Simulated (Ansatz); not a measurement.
Crystal: SiNi3.

```
Ni Si
1.0
     3.54200    0.00000    0.00000
     0.00000    3.54200    0.00000
     0.00000    0.00000    3.54200
Ni Si
3 1
Cartesian
  1.7710 1.7710 0.0000
  1.7710 0.0000 1.7710
  0.0000 1.7710 1.7710
  0.0000 0.0000 0.0000
```

| Item | Value |
| --- | --- |
| Program | Ansatz 0.2.0 |
| Task | single point |
| Functional | PBEsol |
| Potentials or basis | all-electron LAPW, scalar-relativistic |
| Cutoff | 306 eV (chosen from the basis error) |
| Basis error allowed | 0.001 eV/atom |
| k mesh | 8 × 8 × 8 |
| Occupations | fermi-dirac, width 0.05 eV |
| Spin | collinear spin, ferromagnetic start |
| Starting moments | [1.0, 1.0, 1.0, 0.0] μB |

On this cell: pressure -14.1 GPa; largest force zero by symmetry; net moment 0.00 μB per cell; band gap on the k mesh none (metal or under the smearing width).

The same run follows on a disturbed copy (atoms moved at random, drawn with an rms of 0.05 Å):

```
CELL_PARAMETERS angstrom
3.54200 0.00000 0.00000
0.00000 3.54200 0.00000
0.00000 0.00000 3.54200
ATOMIC_POSITIONS crystal
Ni 0.48864 0.48383 0.99844
Ni 0.49304 0.99869 0.50543
Ni 0.01055 0.49736 0.48845
Si 0.99628 0.00640 0.00201
```

Question: What does the disturbed cell give?

Answer: The energy (extrapolated to zero smearing) moves by +12.3 meV/atom; pressure -13.4 GPa; largest force 0.803 eV/Å; net moment 0.00 μB per cell; band gap on the k mesh none (metal or under the smearing width).

Forces on the atoms (eV/Å):
```
Ni   0.478  0.435 -0.065
Ni   0.365 -0.318 -0.137
Ni  -0.746  0.115  0.276
Si  -0.097 -0.231 -0.073
```

Stress tensor (GPa, compression positive):
```
-13.44   0.07  -0.28
  0.07 -13.45   0.31
 -0.28   0.31 -13.34
```

Caveats: the starting moments weren't kept.
